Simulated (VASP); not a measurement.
# Volume deformation potentials of the Γ, Δ and L conduction valleys in Si, Ge and four III–V semiconductors from HSE06 with spin-orbit coupling

In strained-layer lasers, detectors and transistors the conduction valleys shift by different amounts when the lattice is compressed or stretched. The shifts change the emission wavelength and can change which valley holds the electrons. The part due to volume alone is described by one deformation potential per valley. Here it is calculated with HSE06 and spin-orbit coupling for cubic tetrahedral semiconductors, as the slope of the valley energy against ln V. Each energy is measured from the valence top of the same crystal at the same volume, so a negative value means that the valley rises from the valence top on compression. The question is how far bond length and ionicity, the latter expressed by the electronegativity difference ΔX, order these slopes.

## Computational details

Each crystal is scaled evenly about a reference cell (relaxed with the functional listed); band edges are single points at HSE06 with spin-orbit coupling. VASP 6.6.1, plane waves with PAW, cutoff 450 to 470 eV, no spin polarisation. Each value is the slope of a straight line through five or more volumes. The PAW data sets are those made with LDA for Si, GaAs and InP, and those made with PBE for Ge, GaSb and InSb.

Notes on method and selection:

- In Si the lowest empty level at Γ is the p-like one, which shifts little with volume.
- Runs that did not converge, have known faults or may not be shown are not listed, and runs on Ansatz's PAW sets soft_1 and soft_2 are kept to separate tables.

Columns:

- bond length (Å): shortest bond in the reference cell.
- Γ level (eV): conduction level at Γ above the valence top in the reference cell.
- ΔX: difference of Pauling electronegativities (tabulated).
- cell from: functional of the relaxation.
- Γ (eV): d(E_Γ − E_v)/d ln V for the lowest conduction level at Γ.
- Δ (eV): the same for the minimum along Γ–X.
- L (eV): the same for the level at L.

## Computed values

| member | bond length (Å) | Γ level (eV) | ΔX | cell from | Γ (eV) | Δ (eV) | L (eV) |
| --- | --- | --- | --- | --- | --- | --- | --- |
| Si (Fd-3m) | 2.339 | 3.32 | 0.00 | LDA | −0.50 | 1.85 | −3.92 |
| GaAs (F-43m) | 2.429 | 1.52 | 0.37 | LDA | ? | ? | ? |
| Ge (Fd-3m) | 2.455 | 0.76 | 0.00 | PBEsol | −10.43 | 1.28 | −3.64 |
| InP (F-43m) | 2.524 | 1.58 | 0.41 | LDA | −6.06 | 1.72 | −2.80 |
| GaSb (F-43m) | 2.647 | 0.72 | 0.24 | PBEsol | −8.24 | 1.30 | −2.59 |
| InSb (F-43m) | 2.824 | 0.21 | 0.27 | PBEsol | −6.63 | 1.25 | −2.22 |

Cells marked ? are withheld until the estimate has been made.

## Reading the trend

The L valley follows bond length most clearly. Its deformation potential weakens at every step from Si to InSb among the members shown, on average by (−2.22 + 3.92) / (2.824 − 2.339) = 3.5 eV per Å. A straight line in bond length, tested by leaving out one member at a time, misses by about 0.4 eV, against 0.8 eV for the mean of the others. ΔX does not give this order: InP is the most ionic of the five, yet its L value is stronger than those of GaSb and InSb.

At Γ, Si has to be set apart. Its lowest empty level there is p-like and moves by only −0.50 eV per unit of ln V, whereas the other members shown have an antibonding s-like level. Compression strengthens the coupling between neighbouring s orbitals, roughly as 1/d² with d the bond length, and drives this level upwards. A difference between the s energies of the two atoms makes the level less sensitive to that coupling, so polarity should weaken the deformation potential.

The values for Ge, GaSb, InSb and InP do weaken in the order of rising ΔX, but ΔX is not the whole cause. GaSb and InSb differ by 1.61 eV in deformation potential and by only 0.03 in ΔX; the change of cation and the longer bond must matter as well.

The Δ valley has the opposite sign and approaches the valence top on compression. Its values fall into two groups, 1.72 and 1.85 eV for the cells relaxed with LDA and 1.25 to 1.30 eV for those relaxed with PBEsol. The PAW sets change between the same groups, so the difference cannot be assigned to chemistry.

For Ge, the Γ valley moves relative to L by −10.43 + 3.64 = −6.79 eV per unit of ln V. A volume expansion of 1% therefore lowers Γ relative to L by about 0.07 eV. In these calculations Γ lies only slightly above L in the reference cell, so this is enough to bring it below L.

## Blind estimate

Plain estimates from the members shown:

- GaAs (F-43m), straight-line interpolation between Si (Fd-3m) and Ge (Fd-3m): w = (2.429 − 2.339) / (2.455 − 2.339) = 0.776, so −0.50 + 0.776 × (−10.43 − (−0.50)) = −8.20 eV

The interpolation between Si and Ge gives −8.20 eV for GaAs, but it joins a p-like level to an s-like one and has no physical basis. GaSb is the better starting point, because it has the same cation and an s-like conduction level.

Replacing Sb by As shortens the bond, which should strengthen the deformation potential, and raises ΔX by 0.13, which should weaken it. These opposing effects suggest carrying over the GaSb value of −8.24 eV unchanged. The same step can be tried on the indium compounds: using InSb for InP gives −6.63 eV against the calculated −6.06 eV, a miss of −6.06 + 6.63 = 0.57 eV. That exchange spans two rows of the periodic table, whereas Sb to As spans one, so its difference is used as the error and not as a correction.

A line in ΔX from Ge to InP would give a much weaker value, −10.43 + (10.43 − 6.06) × 0.37 / 0.41 = −6.49 eV. It is not adopted because the cation changes along it too, and for InSb it gives −10.43 + (10.43 − 6.06) × 0.27 / 0.41 = −7.55 eV against the calculated −6.63 eV. The error of 0.6 eV rests on a single test pair and is correspondingly uncertain.

**Committed estimate, GaAs (F-43m): Γ = −8.2 ± 0.6 eV.**

## How the estimate fared

| member | bond length (Å) | Γ level (eV) | ΔX | cell from | Γ (eV) | Δ (eV) | L (eV) |
| --- | --- | --- | --- | --- | --- | --- | --- |
| GaAs (F-43m) | 2.429 | 1.52 | 0.37 | LDA | −8.65 | 1.62 | −3.38 |

| member | estimate | Γ (eV) | computed | estimate − computed | miss in error bars |
| --- | --- | --- | --- | --- | --- |
| GaAs (F-43m) | committed | −8.20 | −8.65 | +0.45 | 0.8 |
| GaAs (F-43m) | interpolation | −8.20 | −8.65 | +0.45 |  |

The calculated value for GaAs is −8.65 eV, so the estimate of −8.2 ± 0.6 eV was too weak by 0.45 eV and lies inside its error bar. It did no better than the interpolation between Si and Ge, which gave the same number although it joins levels of different character.

Carrying the value over from GaSb held to −8.65 + 8.24 = −0.41 eV. The line in ΔX, which gave −6.49 eV, would have missed by −6.49 + 8.65 = 2.16 eV. GaAs also breaks the order noted earlier: it is more ionic than GaSb and InSb by ΔX, yet its deformation potential is stronger than theirs.

The cation matters more than ΔX suggests. From GaSb to InSb, with the same PAW family and relaxation functional, the value weakens by 1.61 eV. Replacing Sb by As or P changes it by only 0.41 eV with Ga and −6.06 + 6.63 = 0.57 eV with In, in opposite directions, and those two differences also contain a change of PAW family and relaxation functional.

## Departures from the trend

Si stands apart at Γ with −0.50 eV because its level there is p-like and lacks the strong upward shift of an antibonding s-like level on compression.

Among the other five, Ge and InP lie farthest from a line in bond length. Ge is stronger than GaAs by 10.43 − 8.65 = 1.78 eV, although their bonds differ by only 0.026 Å. The absence of polarity in Ge acts in this direction, but the PAW family and relaxation functional differ as well.

InP is weaker than GaSb by 2.18 eV despite its shorter bond. Polarity has the right sign here too, but ΔX alone does not account for the values: GaAs and InP differ by only 0.04 in ΔX and by 2.59 eV in deformation potential. The depth of the Ga 4s level does not explain this pair. The filled 3d shell screens the nuclear charge poorly and so deepens that level, but it deepens the 4s level of As as well, and the free-atom s levels of cation and anion are about as far apart for GaAs as for InP. Only with a common anion, as in GaSb and InSb, does the deeper Ga level make the s–s bond less polar, which may contribute to the stronger value of GaSb. The shorter bond of GaAs has the right sign, but the bond lengths differ only by a factor of 2.524 / 2.429 = 1.04. Even squared, as in 1/d², this is far less than the factor between the deformation potentials, 8.65 / 6.06 = 1.43. The main cause of the difference between GaAs and InP remains open here.

## What to take away

For the s-like Γ level, neither bond length nor ΔX gives a dependable rule. Leave-one-out errors of straight lines are about 1.8 and 1.5 eV, against 1.9 eV for the mean of the others. Keeping the cation and exchanging the anion missed by 0.4 to 0.6 eV in the two available pairs.

The L valley does follow bond length between 2.34 and 2.82 Å, with an error of about 0.3 eV against 0.7 eV for the mean, although GaAs and Ge reverse the strict order. These two differ in PAW family and relaxation functional; among members that share both, the L value weakens with bond length at every step.

In GaAs a volume compression of 1% raises Γ from the valence top by 8.65 × 0.01 = 0.087 eV. Because the lowest valley can change with volume, device models should use the slope of each valley and not that of the fundamental gap. They also need the energy separations between the valleys, since the slopes alone do not fix where two valleys cross.

Ge shows why this matters. My statement that a volume expansion of 1% brings Γ below L holds only for the calculated reference cell, whose L energy is not in the table. In real germanium Γ lies further above L than in this calculation, and the shift of about 0.07 eV is not enough to close that separation. The 1% should therefore not be used as a design value for direct-gap germanium.

Strained layers also need the shear deformation potentials, which split the valence top.
